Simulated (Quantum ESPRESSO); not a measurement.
ZnAu in Quantum ESPRESSO: the effect of target pressure

ZnAu:

```
Au Zn
1.0
     3.14700    0.00000    0.00000
     0.00000    3.14700    0.00000
     0.00000    0.00000    3.14700
Au Zn
1 1
Direct
  0.00000 0.00000 0.00000
  0.50000 0.50000 0.50000
```

Alike in all runs:

| Property | Result |
| --- | --- |
| Program | Quantum ESPRESSO 7.5 |
| Task | phonons |
| Functional | PBE |
| Potentials or basis | GBRV 1.5 PBE |
| Cutoff | 762 eV |
| Density cutoff | 6095 eV |
| k mesh | 7 × 7 × 7 |
| Occupations | cold, width 0.2 eV |
| Spin | no spin polarisation |

Each run relaxes the cell or the atoms first.

```csv
target pressure,relaxed volume (Å³/atom),highest phonon frequency (cm⁻¹)
-3 GPa,?,?
0 GPa,16.09,130
3 GPa,15.73,140
8 GPa,15.21,155
15 GPa,14.63,172
```

Task: What does the run with target pressure -3 GPa give?

Result: Relaxed volume 16.51 Å³/atom; highest phonon frequency 119 cm⁻¹.

Worked out: In Murnaghan's law V^(-B') rises as a straight line in P. The other rows fit best with B' = 4.8, V0 = 16.09 Å³/atom and B0 = 124 GPa, which gives 16.51 Å³/atom at -3 GPa, against the run's 16.51. A parabola through the other rows of the highest phonon frequency, of slope 3.77 cm⁻¹ per GPa there, extrapolates to 119 cm⁻¹, against the run's 119.

Caveats: the mesh is thin for the phonons of a metal; the cell is more than 3 GPa from zero pressure, which shifts response properties (some runs).
